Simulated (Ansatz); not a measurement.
CuO:

```
Cu O
1.0
     0.18960   -2.17229   -2.04314
    -2.01972    0.10630   -1.95984
     2.38320    2.28584   -4.38944
Cu O
2 2
Direct
  0.45623 0.53069 0.48541
  0.97428 0.98587 0.02436
  0.80166 0.74472 0.73928
  0.26782 0.23873 0.25095
```

The cell comes from a database or a generator and needn't be the stable form of this composition.

The cell isn't the ideal one: all atoms moved at random, sigma 0.1 Å a component, cell strained at random, sigma 0.1.

Base run:

- Program: Ansatz 0.2.0
- Functional: r2SCAN
- Potentials or basis: Ansatz PAW
- Cutoff: 500 eV (not typed: the program's choice for these potentials)
- k mesh: 10 × 10 × 5
- Occupations: fermi-dirac, width 0.05 eV
- Spin: no spin polarisation
- Hubbard terms: Cu d U = 2 eV

Its results: band gap on the k mesh none (metal or under the smearing width); pressure -10.0 GPa; largest force 1.639 eV/Å.

Q: The run is repeated on the same cell with these changes: hubbard terms from Cu d U = 2 eV to none; hubbard projectors from ortho-atomic (the default) to none. What comes out?

A: Band gap on the k mesh none (metal or under the smearing width); pressure -10.8 GPa; largest force 1.654 eV/Å.

Caveats: the run has no spin polarisation, though such a crystal can be magnetic; the PAW data sets come from PBE, with cores solved anew for the run's functional, which leaves a small shift of forces and pressure; forces of over 1 eV/Å show positions far from the minimum, so gaps and moduli don't describe the material at rest; U without spin polarisation on a metal has little footing (some runs); semilocal functionals often make such compounds metallic where correlation or magnetic order opens a gap, which also shifts bond lengths (some runs).
